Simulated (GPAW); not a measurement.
Ru:

```
Ru
1.0
     2.70580    0.00000    0.00000
    -1.35290    2.34329    0.00000
     0.00000    0.00000    4.28190
Ru
2
Direct
  0.66667 0.33333 0.75000
  0.33333 0.66667 0.25000
```

Program: GPAW 26.7.0. Alike in all runs: task band structure; cell as given; k mesh 8 × 8 × 5; cutoff (eV) 600; smearing fermi-dirac 0.05 eV.

Task: Order these runs on this cell by their pressure, lowest first.
A. level rSCAN; potentials or basis GPAW PAW data sets (gpaw-data 1.2.1), pw; spin SOC, no magnetisation; band points 100; spin axis theta (degrees) 90; spin axis phi (degrees) 0
B. level mBEEF; potentials or basis GPAW PAW data sets (gpaw-data 1.2.1), pw; spin SOC, no magnetisation; band points 60; spin axis theta (degrees) 0; spin axis phi (degrees) 0
C. level LDA; potentials or basis JTH PAW 2.0, LDA, pw; spin off; band points 80; data set Ru jth
D. level revTPSS; potentials or basis GPAW PAW data sets (gpaw-data 1.2.1), pw; spin SOC, no magnetisation; eigensolver davidson; band points 80; spin axis theta (degrees) 90; spin axis phi (degrees) 45

Result: C (-13.0 GPa), B (-10.3 GPa), D (-6.1 GPa), A (-2.8 GPa).

Caveats: spin-orbit coupling was added after a scalar SCF, so levels and gaps hold it while energy, forces, pressure and moments don't (some runs); the PAW data sets were made with another functional, which shifts forces and pressure a little (some runs); the program truncates these outside data sets (some runs).

Runs at the PBE level aren't shown here.
